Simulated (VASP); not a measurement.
A run of VASP 6.6.1 is set up as follows.

The input INCAR:

```
PREC = Accurate
ENCUT = 520
EDIFF = 1E-7
ISMEAR = 0
SIGMA = 0.02
LREAL = F
LASPH = T
NELM = 60
ALGO = Normal
ISIF = 3
LWAVE = F
LCHARG = F
GGA = PS
IBRION = 2
NSW = 80
EDIFFG = -0.002
KPAR = 4
```

Contents of KPOINTS:

```
Automatic mesh
0
Gamma
  12 12 12
```

POSCAR

```
TiN                                     
1.0
    0.0000000000      2.1031001969      2.1031001969
    2.1031001969      0.0000000000      2.1031001969
    2.1031001969      2.1031001969     -0.0000000000
  Ti              N             
     1     1
Direct
     0.0000000000000000    0.0000000000000000    1.0000000000000000
     0.5000000000000000    0.5000000000000000    0.5000000000000000
```

Potentials or basis: VASP PAW PBE potentials, release 64 (Ti_sv, N).

Command:

```sh
$ cat potpaw_PBE.64/Ti_sv/POTCAR potpaw_PBE.64/N/POTCAR > POTCAR
$ mpirun -np 4 vasp_std > vasp.out
```

Question: Estimate the band gap on the k mesh.

Answer: None (metal or under the smearing width).

Final structure:
```xyz
2
Lattice="0.0000 2.1031 2.1031 2.1031 0.0000 2.1031 2.1031 2.1031 0.0000" Properties=species:S:1:pos:R:3 pbc="T T T"
Ti    0.0000    0.0000    0.0000
N     2.1031    2.1031    2.1031
```

Caveat: the relaxation stopped at its first step, so nothing moved.
